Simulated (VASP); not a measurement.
# GaN (P6_3mc) in VASP: notebook

The runs below take GaN through relaxation of cell and atoms, with PBE+D3(BJ), rev-vdW-DF2.

Everything below comes from runs of VASP 6.6.1. Logs are shortened: lines on timing, memory, paths and dates and some standing lists are left out, and cuts for length are marked.

## Step 1: The crystal as given

The structure is hexagonal, space group P6_3mc (No. 186). Conventional cell: a = 3.180 Å, b = 3.180 Å, c = 5.166 Å, α = 90.00°, β = 90.00°, γ = 120.00°. Around Ga (site symmetry 3m) lie 4 N at 1.94 to 1.95 Å. N (site symmetry 3m) has 4 Ga at 1.94 to 1.95 Å as nearest neighbours.

## Step 2: Relaxation of cell and atoms, PBE+D3(BJ)

The input, INCAR:

```
SYSTEM = GaN
ALGO     = Normal         ! electronic algorithm
EDIFF    = 1E-6           ! SCF threshold, eV
EDIFFG   = -0.01          ! ionic threshold
ENCUT    = 600            ! plane-wave cutoff, eV
GGA      = PE             ! functional
IBRION   = 2              ! ionic algorithm
ISIF     = 3              ! what is computed and relaxed
ISMEAR   = 0              ! smearing method
IVDW     = 12             ! dispersion correction
LASPH    = .True.         ! aspherical terms in the spheres
LCHARG   = .False.        ! write CHGCAR
LREAL    = .False.        ! projectors in reciprocal space
LWAVE    = .False.        ! write WAVECAR
NELM     = 80             ! most SCF steps
NSW      = 90             ! ionic steps
PREC     = Accurate       ! precision mode
SIGMA    = 0.03           ! smearing width, eV
```

The input, KPOINTS:

```
k-points
0
Gamma
  12 12 5
  0 0 0
```

The input, POSCAR:

```
GaN
1.0
    3.1800000000      0.0000000000      0.0000000000
   -1.5900000000      2.7539607800      0.0000000000
    0.0000000000      0.0000000000      5.1660000000
Ga N
2 2
Direct
    0.3333333300      0.6666666700      0.0000000000
    0.6666666700      0.3333333300      0.5000000000
    0.3333333300      0.6666666700      0.3750000000
    0.6666666700      0.3333333300      0.8750000000
```

Potentials or basis: VASP PAW PBE potentials, release 64 (Ga_d, N).

The run is started by

```bash
> cat potpaw_PBE.64/Ga_d/POTCAR potpaw_PBE.64/N/POTCAR > POTCAR
> mpirun -np 1 vasp_std > vasp.out
```

OUTCAR:

```text
SYSTEM = GaN
   EDIFF = 1E-6
   EDIFFG = -0.01
   ENCUT = 600
   GGA = PE
   IBRION = 2
   ISIF = 3
   ISMEAR = 0
   IVDW = 12
   LASPH = .True.
   LREAL = .False.
   NELM = 80
   NSW = 90
   PREC = Accurate
 IVDW          = 12

 ion  position               nearest neighbor table
   1  0.333  0.667  0.000-   3 1.94   4 1.95   4 1.95   4 1.95
   2  0.667  0.333  0.500-   4 1.94   3 1.95   3 1.95   3 1.95
   3  0.333  0.667  0.375-   1 1.94   2 1.95   2 1.95   2 1.95
   4  0.667  0.333  0.875-   2 1.94   1 1.95   1 1.95   1 1.95

  LATTYP: Found a hexagonal cell.
 ALAT       =     3.1800000000
 C/A-ratio  =     1.6245283019

  Lattice vectors:

 A1 = (   3.1800000000,   0.0000000000,   0.0000000000)
 A2 = (  -1.5900000000,   2.7539607800,   0.0000000000)
 A3 = (   0.0000000000,   0.0000000000,   5.1660000000)

Analysis of symmetry for initial positions (statically):
=====================================================================
 Subroutine PRICEL returns:
 Original cell was already a primitive cell.

 Routine SETGRP: Setting up the symmetry group for a
 hexagonal supercell.

 Subroutine GETGRP returns: Found 12 space group operations
 (whereof  6 operations were pure point group operations)
 out of a pool of 24 trial point group operations.

The static configuration has the point symmetry C_3v.
 The point group associated with its full space group is C_6v.

Analysis of symmetry for dynamics (positions and initial velocities):
=====================================================================
 Subroutine PRICEL returns:
 Original cell was already a primitive cell.

 Routine SETGRP: Setting up the symmetry group for a
 hexagonal supercell.

 Subroutine GETGRP returns: Found 12 space group operations
 (whereof  6 operations were pure point group operations)
 out of a pool of 24 trial point group operations.

The dynamic configuration has the point symmetry C_3v.
 The point group associated with its full space group is C_6v.

 Subroutine INISYM returns: Found 12 space group operations
 (whereof  6 operations are pure point group operations),
 and found     1 'primitive' translations

----------------------------------------------------------------------------------------

                                     Primitive cell

  volume of cell :      45.2417

  direct lattice vectors                    reciprocal lattice vectors
     3.180000000  0.000000000  0.000000000     0.314465409  0.181556689  0.000000000
    -1.590000000  2.753960780  0.000000000     0.000000000  0.363113377  0.000000000
     0.000000000  0.000000000  5.166000000     0.000000000  0.000000000  0.193573364

  length of vectors
     3.180000000  3.179999997  5.166000000     0.363113377  0.363113377  0.193573364

  position of ions in fractional coordinates (direct lattice)
     0.333333330  0.666666670  0.000000000
     0.666666670  0.333333330  0.500000000
     0.333333330  0.666666670  0.375000000
     0.666666670  0.333333330  0.875000000

  ion indices of the primitive-cell ions
   primitive index   ion index
                 1           1
                 2           2
                 3           3
                 4           4

----------------------------------------------------------------------------------------

 KPOINTS: k-points

Automatic generation of k-mesh.
 Grid dimensions read from file:
 generate k-points for:   12   12    5

 Generating k-lattice:

  Cartesian coordinates                     Fractional coordinates (reciprocal lattice)
     0.026205451  0.015129724  0.000000000     0.083333333  0.000000000  0.000000000
     0.000000000  0.030259448  0.000000000     0.000000000  0.083333333  0.000000000
     0.000000000  0.000000000  0.038714673     0.000000000  0.000000000  0.200000000

  Length of vectors
     0.030259448  0.030259448  0.038714673

  Shift w.r.t. Gamma in fractional coordinates (k-lattice)
     0.000000000  0.000000000  0.000000000

 Subroutine IBZKPT returns following result:
 ===========================================

 Found     57 irreducible k-points:

 Following reciprocal coordinates:
            Coordinates               Weight
  0.000000  0.000000  0.000000      1.000000
  0.083333  0.000000  0.000000      6.000000
  0.166667 -0.000000  0.000000      6.000000
  0.250000  0.000000  0.000000      6.000000
  0.333333  0.000000  0.000000      6.000000
  0.416667 -0.000000  0.000000      6.000000
[... 16 lines left out ...]
  0.250000  0.000000  0.200000     12.000000
  0.333333  0.000000  0.200000     12.000000
 [... further k-points ...]
   k-points           NKPTS =     57   k-points in BZ     NKDIM =     57   number of bands    NBANDS=     22
   number of dos      NEDOS =    301   number of ions     NIONS =      4
   total plane-waves  NPLWV =  32928
   dimension x,y,z NGX =    28 NGY =   28 NGZ =   42
   dimension x,y,z NGXF=    56 NGYF=   56 NGZF=   84
   ions per type =               2   2
   NGX,Y,Z   is equivalent  to a cutoff of  14.64, 14.64, 13.52 a.u.
   NGXF,Y,Z  is equivalent  to a cutoff of  29.28, 29.28, 27.03 a.u.
 SYSTEM =  GaN
   PREC   = accura    normal or accurate (medium, high low for compatibility)
   ISTART =      0    job   : 0-new  1-cont  2-samecut
   ICHARG =      2    charge: 1-file 2-atom 10-const
   ISPIN  =      1    spin polarized calculation?
   LNONCOLLINEAR =      F non collinear calculations
   LSORBIT =      F    spin-orbit coupling
   LASPH  =      T    aspherical Exc in radial PAW
   ENCUT  =  600.0 eV  44.10 Ry    6.64 a.u.   6.35  6.35 10.32*2*pi/ulx,y,z
   NELM   =     80;   NELMIN=  2; NELMDL= -5     # of ELM steps
   EDIFF  = 0.1E-05   stopping-criterion for ELM
   LREAL  =      F    real-space projection
   EDIFFG = -.1E-01   stopping-criterion for IOM
   NSW    =     90    number of steps for IOM
   IBRION =      2    ionic relax: 0-MD 1-quasi-New 2-CG
   NFREE  =      1    steps in history (QN), initial steepest desc. (CG)
   ISIF   =      3    stress and relaxation
   ISYM   =      2    0-nonsym 1-usesym 2-fastsym
   POTIM  = 0.5000    time-step for ionic-motion
   TEBEG  =    0.0;   TEEND  =   0.0 temperature during run
   PSTRESS=    0.0 pullay stress
   NELECT =      36.0000    total number of electrons
   NUPDOWN=      -1.0000    fix difference up-down
   EMIN   =  10.00;   EMAX   =-10.00  energy-range for DOS
   EFERMI =   0.00;   METHOD = LEGACY
   ISMEAR =     0;   SIGMA  =   0.03  broadening in eV -4-tet -1-fermi 0-gaus
   EFERMI_NEDOS =   21; number of points for ismear=-14 and -15
   IALGO  =     38    algorithm
   IMIX   =      4    mixing-type and parameters
     AMIX     =   0.40;   BMIX     =  1.00
     AMIX_MAG =   1.60;   BMIX_MAG =  1.00
  volume/ion in A,a.u.               =      11.31        76.33
  Fermi-wavevector in a.u.,A,eV,Ry     =   1.517036  2.866782 31.312427  2.301398
  Thomas-Fermi vector in A             =   2.626345
   LORBIT       =      0    0 simple, 1 ext, 2 COOP (PROOUT), +10 PAW based schemes
   GGA     = PE    functional components
   LHFCALC =     F    Hartree Fock is set to
   AEXX    =    0.0000 exact exchange contribution
   IVDW    =    12    specifies the selected vdW correction
   LEPSILON=     F    determine dielectric tensor
   LRPA    =     F    only Hartree local field effects (RPA)
 conjugate gradient relaxation of ions
 non-spin polarized calculation
 Gauss-broadening in eV      SIGMA  =   0.03
  energy-cutoff  :      600.00
  volume of cell :       45.24
 maximum number of plane-waves:      1529
 NGX is ok and might be reduce to    28
   NGX = 13   NGY = 13   NGZ = 21

--------------------------------------- Ionic step        1  -------------------------------------------

 number of electron      35.9999995 magnetization

 Free energy of the ion-electron system (eV)
  ---------------------------------------------------
  ext. energy  EPLUGINS =         0.00000000
  ---------------------------------------------------
  free energy    TOTEN  =       -24.28804522 eV

  energy without entropy =      -24.28804522  energy(sigma->0) =      -24.28804522

------------------------ aborting loop because EDIFF is reached ----------------------------------------

 Edisp (eV)   -1.02693

 E8    (eV) :    -0.4161

  FORCE on cell =-STRESS in cart. coord.  units (eV):
  Direction    XX          YY          ZZ          XY          YZ          ZX
  --------------------------------------------------------------------------------------
  -------------------------------------------------------------------------------------
  Total       0.74896     0.74896     1.37374     0.00000     0.00000    -0.00000
  in kB      26.52337    26.52337    48.64914     0.00000     0.00000    -0.00000
  external pressure =       33.90 kB  Pullay stress =        0.00 kB
[... 275 lines left out ...]
  energy  without entropy=      -25.3253317457  energy(sigma->0) =      -25.32533175

--------------------------------------- Ionic step        8  -------------------------------------------

 number of electron      35.9999998 magnetization

 Free energy of the ion-electron system (eV)
  ---------------------------------------------------
  ext. energy  EPLUGINS =         0.00000000
  ---------------------------------------------------
  free energy    TOTEN  =       -24.31756077 eV

  energy without entropy =      -24.31756077  energy(sigma->0) =      -24.31756077

 E-fermi :   5.4183     XC(G=0): -11.6253

 val. band max:        5.2305806677   @ k =   0.0000   0.0000   0.0000
 cond. band min:       7.0830355169   @ k =   0.0000   0.0000   0.0000
 fundamental gap:      1.8524548492
 Fermi energy:         5.4183415204

 k-point     1 :       0.0000    0.0000    0.0000
  band No.  band energies     occupation
      1     -10.6801      2.00000
      2      -9.7876      2.00000
      3      -8.2043      2.00000
      4      -8.1891      2.00000
      5      -8.1891      2.00000
      6      -8.1296      2.00000
[... 574 lines left out ...]
      6      -7.9935      2.00000
[... 14 lines left out ...]
     21      12.2772      0.00000
     22      13.3877      0.00000

 [... further k-points ...]

------------------------ aborting loop because EDIFF is reached ----------------------------------------

 Edisp (eV)   -1.00778

 E8    (eV) :    -0.4083

  FORCE on cell =-STRESS in cart. coord.  units (eV):
  Direction    XX          YY          ZZ          XY          YZ          ZX
  --------------------------------------------------------------------------------------
  -------------------------------------------------------------------------------------
  Total       0.02852     0.02852     0.01554     0.00000     0.00000     0.00000
  in kB       0.99190     0.99190     0.54053     0.00000     0.00000     0.00000
  external pressure =        0.84 kB  Pullay stress =        0.00 kB
[... 19 lines left out ...]
  FREE ENERGIE OF THE ION-ELECTRON SYSTEM (eV)
  ---------------------------------------------------
  free  energy   TOTEN  =       -25.3253424901 eV

  energy  without entropy=      -25.3253424901  energy(sigma->0) =      -25.32534249

 reached required accuracy - stopping structural energy minimisation
```

Wall time 5.7 min (1 thread of Intel Xeon Platinum 8488C (Sapphire Rapids), shared host); peak memory 0.23 GiB.

Results:

* Free energy: -25.3253 eV
* Relaxed volume: 11.52 Å³/atom
* Relaxed cell: a = 3.196 Å, b = 3.196 Å, c = 5.209 Å, α = 90.00°, β = 90.00°, γ = 120.00°
* Space group after relaxing (to 0.05 Å): P6_3mc (No. 186)
* Energy gained by relaxing: 2.6 meV/atom
* Ionic steps: 8
* Pressure after relaxing: 0.1 GPa
* Band gap on the k mesh: 1.85 eV, direct
* Dispersion energy per atom: -0.252 eV

Step by step:
```csv
step,energy change (eV),largest force (eV/Å),pressure (GPa),volume (Å³)
1,0.0000,0.1338,3.39,45.24
2,-0.0025,0.0835,-2.80,46.83
3,-0.0103,0.0069,-0.05,46.08
4,-0.0103,0.0096,0.17,46.06
5,-0.0104,0.0122,0.00,46.07
6,-0.0104,0.0116,0.05,46.07
7,-0.0104,0.0111,-0.02,46.07
8,-0.0104,0.0010,0.08,46.07
```

Final structure:
```yaml
crystal:
  lattice:
    - [3.19567, 0.00000, 0.00000]
    - [-1.59784, 2.76753, 0.00000]
    - [0.00000, 0.00000, 5.20895]
  atoms:
    - { symbol: Ga, position: [0.33333, 0.66667, 0.99921] }
    - { symbol: Ga, position: [0.66667, 0.33333, 0.49921] }
    - { symbol: N, position: [0.33333, 0.66667, 0.37579] }
    - { symbol: N, position: [0.66667, 0.33333, 0.87579] }
```

As with any semilocal functional, this PBE gap is likely too small. Zero-point motion and thermal expansion aren't in these numbers.

## Step 3: Relaxation of cell and atoms, PBE+D3(BJ)

This run uses another cell than the first one, of 11.52 Å³/atom, 1.018 times its volume.

Changes to INCAR since step 2:

```diff
@@ -2,4 +2,4 @@
 ALGO     = Normal         ! electronic algorithm
-EDIFF    = 1E-6           ! SCF threshold, eV
-EDIFFG   = -0.01          ! ionic threshold
+EDIFF    = 1E-7           ! SCF threshold, eV
+EDIFFG   = -0.005         ! ionic threshold
 ENCUT    = 600            ! plane-wave cutoff, eV
```

KPOINTS is that of step 2.

The input, POSCAR:

```
GaN                                     
1.0
    3.1956733340      0.0000000000     -0.0000000000
   -1.5978366670      2.7675342854      0.0000000000
   -0.0000000000      0.0000000000      5.2089487058
  Ga              N             
     2     2
Direct
     0.3333333300000021    0.6666666699999979    0.9992111708641079
     0.6666666699999979    0.3333333300000021    0.4992111708641078
     0.3333333300000021    0.6666666699999979    0.3757888291358922
     0.6666666699999979    0.3333333300000021    0.8757888291358921
```

Potentials or basis: VASP PAW PBE potentials, release 64 (Ga_d, N).

The run is started by

```bash
> cat potpaw_PBE.64/Ga_d/POTCAR potpaw_PBE.64/N/POTCAR > POTCAR
> mpirun -np 1 vasp_std > vasp.out
```

Wall time 1.7 min (1 thread of Intel Xeon Platinum 8488C (Sapphire Rapids), shared host); peak memory 0.22 GiB.

Results (log left out):

| Quantity | Value |
| --- | --- |
| Free energy | -25.3266 eV |
| Pressure after relaxing | 0.0 GPa |
| Band gap on the k mesh | 1.85 eV, direct |
| Dispersion energy per atom | -0.252 eV |

Final structure:
```yaml
crystal:
  lattice:
    - [3.19567, 0.00000, 0.00000]
    - [-1.59784, 2.76753, 0.00000]
    - [0.00000, 0.00000, 5.20895]
  atoms:
    - { symbol: Ga, position: [0.33333, 0.66667, 0.99921] }
    - { symbol: Ga, position: [0.66667, 0.33333, 0.49921] }
    - { symbol: N, position: [0.33333, 0.66667, 0.37579] }
    - { symbol: N, position: [0.66667, 0.33333, 0.87579] }
```

Levels at points of the mesh, in eV from the valence-band top:
```csv
k point,band 16,band 17,band 18,band 19,band 20,band 21
"(0.00, 0.00, 0.00)",-0.04,0.00,0.00,1.85,4.21,9.14
"(0.50, 0.00, 0.00)",-2.71,-2.18,-0.99,5.05,5.50,6.02
```

Caveat: the relaxation stopped at its first step, so nothing moved. PBE gaps usually lie below the measured ones, often by a third to a half.

(Continued in part 2 of 2.)
